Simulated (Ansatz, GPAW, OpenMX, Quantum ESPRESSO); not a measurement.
CoO: 4 runs at one level of theory

```
Co O
1.0
     0.00000    2.13150    2.13150
     2.13150    0.00000    2.13150
     2.13150    2.13150    0.00000
Co O
1 1
Direct
  0.00000 0.00000 0.00000
  0.50000 0.50000 0.50000
```

Alike in all runs: task band structure; functional LDA; k mesh 11 × 11 × 11; occupations fermi-dirac, width 0.05 eV; collinear spin, ferromagnetic start; no spin-orbit coupling. The measured crystal is an antiferromagnetic insulator; the state found here is the runs' own. LDA stands for any of its common fits. Pressure is positive in compression and, in plane waves, holds the error of the finite cutoff.

```tsv
program and potentials	plane-wave cutoff (eV)	notes	pressure (GPa)	net moment per atom (μB)
OpenMX, OpenMX 2013 LDA set, Co6.0H-s3p2d2, O6.0-s2p2d1, grid cutoff 500 Ry	-	atomic basis; 11.5 valence electrons an atom on average	-17.82	1.43
GPAW, the program's PAW data sets (release 1.2.1) made for this functional	800	7.5 valence electrons an atom on average	-18.57	1.44
Ansatz, all-electron LAPW, scalar-relativistic	-	-	-19.31	1.44
Quantum ESPRESSO, PseudoDojo 0.4.1 SR LDA standard	1306	11.5 valence electrons an atom on average	-19.82	1.44
```

The pressure spans -19.82 (Quantum ESPRESSO, PseudoDojo 0.4.1 SR LDA standard) to -17.82 GPa (OpenMX, OpenMX 2013 LDA set, Co6.0H-s3p2d2, O6.0-s2p2d1, grid cutoff 500 Ry), with all-electron results at -19.31. The net moment per atom spans 1.43 (OpenMX, OpenMX 2013 LDA set, Co6.0H-s3p2d2, O6.0-s2p2d1, grid cutoff 500 Ry) to 1.44 μB (Quantum ESPRESSO, PseudoDojo 0.4.1 SR LDA standard), with all-electron results at 1.44. The cell lies far from this level's equilibrium. The state is the one that the start led to, which needn't be the lowest. Rows in atomic bases carry the error of their basis and grid, which can be large.

Differences between rows come from potentials, basis sets and numerical settings, since the functional is the same but for its coding. Runs on potential files found faulty are left out.
